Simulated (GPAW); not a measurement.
Runs of GPAW 26.7.0 on CoO. Symmetry: Fm-3m, No. 225, cubic system. The conventional cell has a = 4.263 Å, b = 4.263 Å, c = 4.263 Å, α = 90.00°, β = 90.00°, γ = 90.00°. Co (site symmetry m-3m) is surrounded by 6 O at 2.13 Å. Around O (site symmetry m-3m) lie 6 Co at 2.13 Å. 

```tsv
task	level	potentials or basis	k mesh	cutoff (eV)	smearing	response ecut	lines	maxiter	response k mesh	response bands	mesh quality	gap on the mesh (eV)	pressure (GPa)	moment (μB)
magnons	LDA	the program's PAW data sets (release 1.2.1) made for this functional, pw	9 × 9 × 9	650	fermi-dirac 0.05 eV	300 eV	3	150	6 × 6 × 6	26	coarse	none	-	2.84
electron localisation function	PBE	GPAW PAW data sets (gpaw-data 1.2.1), pw	7 × 7 × 7	680	fermi-dirac 0.01 eV	-	-	150	-	-	coarse	none	-2.0	3.00
Fermi surface	PBE+D3M(BJ)	GPAW PAW data sets (gpaw-data 1.2.1), pw	7 × 7 × 7	680	fermi-dirac 0.01 eV	-	-	150	-	-	coarse	none	-11.3	3.00
single point	LDA	the program's PAW data sets (release 1.2.1) made for this functional, pw	9 × 9 × 9	650	fermi-dirac 0.05 eV	-	-	120	-	-	not flagged	none	(a)	2.84
```

Alike in all rows: spin collinear, ferromagnetic start; cell as given.

Task: Estimate the missing entries.

Result: (a) -21.0.

Caveats: some runs use coarse meshes; a cell with one magnetic atom can't hold antiferromagnetic order, which such compounds often take; semilocal functionals often make such compounds metallic where correlation or magnetic order opens a gap, which also shifts bond lengths; the cutoff is short for stress and forces, so pressures can be off by a GPa or more (some runs); the number of bands moves the energies at small q by some ten meV (some runs); the exchange constants hang on this mesh and on the site radius (some runs); magnon energies are noisy on this mesh (some runs); pairwise dispersion overbinds metals, which lowers pressure and volume (some runs).

A gap of «none» marks a metal or a gap under the smearing width.
